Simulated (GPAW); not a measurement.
# Ti: single point with PBE

Crystal: Ti.

```
CELL_PARAMETERS angstrom
2.95000 0.00000 0.00000
-1.47500 2.55477 0.00000
0.00000 0.00000 4.68000
ATOMIC_POSITIONS crystal
Ti 0.66667 0.33333 0.75000
Ti 0.33333 0.66667 0.25000
```

```
Program             : GPAW 26.7.0
Task                : single point
Functional          : PBE
Potentials or basis : GPAW PAW data sets (gpaw-data 1.2.1)
Cutoff              : 600 eV
Basis               : pw
k mesh              : 10 × 10 × 6
Occupations         : gaussian, width 0.05 eV
Spin                : no spin polarisation
Maxiter             : 150
```

The pressure is -2.0 GPa and the band gap on the k mesh is none (metal or under the smearing width).

Stress tensor (GPa, compression positive):
```
-1.89  0.00  0.00
 0.00 -1.89  0.00
 0.00  0.00 -2.21
```

Levels at points of the mesh, in eV from the Fermi level:
| k point | band 9 | band 10 | band 11 | band 12 | band 13 | band 14 | band 15 | band 16 |
| --- | --- | --- | --- | --- | --- | --- | --- | --- |
| (0.00, 0.00, 0.00) | -6.13 | -2.63 | 0.72 | 0.79 | 0.79 | 0.88 | 1.27 | 1.27 |
| (0.00, 0.00, 0.50) | -4.30 | -4.30 | 0.09 | 0.09 | 0.70 | 0.70 | 0.70 | 0.70 |
| (0.50, 0.50, 0.00) | -2.30 | -2.10 | -1.79 | -0.63 | 0.50 | 0.62 | 1.16 | 3.31 |
| (0.50, 0.50, 0.50) | -2.48 | -2.48 | -0.78 | -0.78 | 1.29 | 1.29 | 1.72 | 1.72 |

Wall time 41 s on 1 thread of Arm Neoverse V1, on a shared host, peak memory 0.18 GiB.
